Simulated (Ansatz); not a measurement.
# Generalised stacking fault in TiAl₃

Level of theory: DFT PBEsol, scalar-relativistic, plane waves, PAW in Ansatz. Settings: plane waves to 420 eV, k-mesh 10×13×5 (Γ-centred), Gaussian smearing 0.15 eV. No spin polarisation. Energies are free energies at this smearing, counted from the undisturbed cell; pressure is positive in compression.

Reference structure (relaxed at this level):

```
Ti Al
1.0
    -1.90777    1.90777   -4.27700
    -3.81555    0.00000    0.00000
     1.90777    9.53887    4.27700
Ti Al
3 9
Cartesian
  1.6693 8.3465 3.7424
  -0.2385 2.6232 -0.5346
  -0.2385 6.4387 -0.5346
  -2.1462 0.7154 -0.5346
  -2.1462 4.5310 -0.5346
  -2.1462 8.3465 -0.5346
  -2.1462 2.6232 -2.6731
  -0.2385 4.5310 1.6039
  -0.2385 8.3465 1.6039
  -2.1462 10.2543 1.6039
  -4.0540 4.5310 -2.6731
  -2.1462 6.4387 1.6039
```

The cut lies on the cell's a–b face, a (0 1 1) plane (indices in the standard cell, whose axes needn't be the Cartesian ones shown) of area 17.87 Å², between layers 0.87 Å apart. Vector c is tilted by f times 1·a + 1·b (length 7.395 Å) with the atoms' Cartesian places fixed: one unrelaxed fault a cell. The cell is metallic on the mesh throughout.

```tsv
f	γ (mJ/m²)	shear traction, the slope of γ along the slip (GPa)
0.0000	0	0.0
0.0833	1119	37.7
0.1667	5838	135.9
0.5833	6016	-54.7
0.6667	6889	51.1
0.7500	8766	-9.0
0.8333	5605	-79.5
```

Cost: 7 runs of about 10 core-minutes in all, on AMD EPYC 9R45 (Zen 5) (shared hosts).